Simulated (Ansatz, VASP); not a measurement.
One calculation of NaCl, two programs

Contents of INCAR:

```
SYSTEM = NaCl
ALGO = Normal
EDIFF = 1E-7
EDIFFG = -0.01
ENCUT = 600
GGA = PS
IBRION = 2
ISIF = 3
ISMEAR = 0
LASPH = .True.
LCHARG = .False.
LREAL = .False.
LWAVE = .False.
NELM = 80
NSW = 80
PREC = Accurate
SIGMA = 0.01
```

KPOINTS

```
k-points
0
Gamma
  6 6 6
  0 0 0
```

POSCAR

```
NaCl
1.0
    0.0000000000      2.8100000000      2.8100000000
    2.8100000000      0.0000000000      2.8100000000
    2.8100000000      2.8100000000      0.0000000000
Na Cl
1 1
Direct
    0.0000000000      0.0000000000      0.0000000000
    0.5000000000      0.5000000000      0.5000000000
```

Input for Ansatz:

```yaml
crystal:
  lattice:
    - [0.0, 2.81, 2.81]
    - [2.81, 0.0, 2.81]
    - [2.81, 2.81, 0.0]
  atoms:
    - { symbol: Na, position: [0.0, 0.0, 0.0] }
    - { symbol: Cl, position: [0.5, 0.5, 0.5] }
kpoints:
  mp_grid:
    grid: [6, 6, 6]
hamiltonian:
  xc: pbesol
  dispersion: none
scf:
  convergence:
    dr2_threshold: 1.0e-10
  occupations:
    method: fixed
relax:
  cell: {}
```

Alike in both runs: task relaxation of cell and atoms; functional PBEsol; k mesh 6 × 6 × 6; no spin polarisation.

```csv
,VASP,Ansatz
version,VASP 6.6.1,Ansatz 0.2.0
potentials or method,"VASP PAW PBE potentials, release 64 (Na_pv, Cl)","plane waves, PAW"
plane-wave cutoff (eV),600,420
occupations,"gaussian, width 0.01 eV",fixed
valence electrons in the cell,14,16
```

Ansatz gave:

| Item | Value |
| --- | --- |
| relaxed volume (Å³/atom) | 21.98 |
| relaxed cell length with the largest relative difference (Å) | 3.961 |

Q: Which values does VASP return?

A: Relaxed volume (Å³/atom): 22.04; relaxed cell length with the largest relative difference (Å): 3.965.

The two sets of potentials don't hold the same shells in valence.

Caveats: the PAW data sets were made with another functional, which shifts forces and pressure a little (VASP). PBEsol gaps usually lie below the measured ones, often by a third to a half.
